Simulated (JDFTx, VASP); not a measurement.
This is a calculation of Mo for JDFTx 1.7.0 (patched build). 

Mo.in

```
lattice \
   -1.5838089719     1.5838089719     1.5838089719 \
    1.5838089719    -1.5838089719     1.5838089719 \
    1.5838089719     1.5838089719    -1.5838089719
latt-scale 1.889726124626 1.889726124626 1.889726124626
coords-type Lattice
ion Mo     0.0000000000     0.0000000000     0.0000000000 1

ion-species pseudo/Mo.upf
elec-cutoff 40
elec-ex-corr gga-PBE
kpoint-folding 12 12 12
elec-smearing Fermi 0.0018374661
elec-n-bands 13
electronic-SCF nIterations 100 energyDiffThreshold 1e-10
electronic-minimize nIterations 30 energyDiffThreshold 1e-7
forces-output-coords Cartesian
lattice-minimize nIterations 30 energyDiffThreshold 1e-7

dump-name run.$VAR
dump End Ecomponents EigStats BandEigs Kpoints Forces Stress
```

Potentials or basis: PseudoDojo-SR-PBE-0.5-standard.

The run is started by

```console
$ jdftx -c 1 -i Mo.in -o Mo.out
```

Translate it to VASP 6.6.1. Potentials or basis there: PBE PAW files Mo_sv, 600 eV.

As run (cutoffs and basis follow the program's own potentials, and thresholds, step limits or extra output files can differ):

Contents of INCAR:

```
PREC = Accurate
ENCUT = 600
EDIFF = 1E-7
ISMEAR = -1
SIGMA = 0.05
LREAL = False
LASPH = True
NELM = 80
ALGO = Fast
ISIF = 3
LWAVE = False
LCHARG = False
GGA = PE
IBRION = 2
NSW = 40
EDIFFG = -0.01
```

Contents of KPOINTS:

```
regular mesh
0
Gamma
  12 12 12
```

POSCAR

```
Mo
1.0
   -1.5838089719      1.5838089719      1.5838089719
    1.5838089719     -1.5838089719      1.5838089719
    1.5838089719      1.5838089719     -1.5838089719
Mo
1
Direct
    0.0000000000      0.0000000000      0.0000000000
```

Potentials or basis: VASP PAW PBE potentials, release 64 (Mo_sv).

Run with:

```sh
$ cat potpaw_PBE.64/Mo_sv/POTCAR > POTCAR
$ mpirun -np 1 vasp_std > vasp.out
```

Both were run:

|  | JDFTx | VASP |
| --- | --- | --- |
| Relaxed volume | 15.80 Å³/atom | 15.80 Å³/atom |
| Relaxed cell | a = 2.738 Å, b = 2.738 Å, c = 2.738 Å, α = 109.47°, β = 109.47°, γ = 109.47° | a = 2.738 Å, b = 2.738 Å, c = 2.738 Å, α = 109.47°, β = 109.47°, γ = 109.47° |
| Space group after relaxing | Im-3m (No. 229) | Im-3m (No. 229) |
| Pressure after relaxing | 0.0 GPa | 0.0 GPa |

Pressure is positive in compression.
